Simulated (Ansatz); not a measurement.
## An elastic constant from a strain scan in CoSn

The calculation used Ansatz, DFT PBE, scalar-relativistic, plane waves, PAW. The runs took a 420 eV cutoff, a Γ-centred 12×12×12 mesh and Gaussian smearing (0.15 eV). No spin polarisation. A magnetic state may lie lower. Energies are free energies at this smearing, counted from the undisturbed cell; pressure is positive in compression.

Zero of the scan (relaxed at this level; it needn't be the usual structure):

```
Co Sn
1.0
     5.29659    0.00000    0.00000
    -2.64829    4.58698    0.00000
     0.00000    0.00000    4.23029
Co Sn
3 3
Direct
  0.00000 0.50000 0.00000
  0.50000 0.50000 0.00000
  0.50000 0.00000 0.00000
  0.66667 0.33333 0.50000
  0.33333 0.66667 0.50000
  0.00000 0.00000 0.00000
```

The cell is strained by ε times the Voigt pattern (0, 0, 1, 0, 0, 0) (xx, yy, zz, yz, xz, xy; engineering shear) with fractional coordinates fixed. The cell holds 6 atoms in V0 = 102.78 Å³. The stress column is τ = (1/V0) dE/dε, got from the stress tensor σ (compression positive) at each point as −det(1 + εP) σ : P(1 + εP)⁻¹, with P the pattern as a tensor.

```csv
ε,ΔE (meV/atom),τ (GPa)
-0.0200,?,?
-0.0100,1.650,-2.877
0.0000,0.000,-0.246
0.0050,0.204,0.994
0.0150,2.533,3.328
```

Q: Which combination of elastic constants does this scan measure, and how large is it?

A: For small ε, τ = τ0 + Kε with K = pᵀCp, which for this pattern is C33 in the Cartesian frame shown. The parabola through τ at ε = -0.0100, 0 and 0.0050 has slope K = 253 GPa at zero. The energies per cell, E = NΔE, of the same two points give K = 2[E(ε₊)/ε₊ − E(ε₋)/ε₋]/[(ε₊ − ε₋)V0] = 257 GPa, in agreement.

Q: Predict the withheld row at ε = -0.0200 from the harmonic law, and compare.

A: ΔE = V0(τ0 ε + Kε²/2)/N = 5.935 meV/atom and τ = -5.31 GPa. The calculation gives 6.226 meV/atom and -5.72 GPa, a miss of 4.9 % of the harmonic energy, so the harmonic law still holds here.

In a metal these slopes depend on the k mesh and the smearing.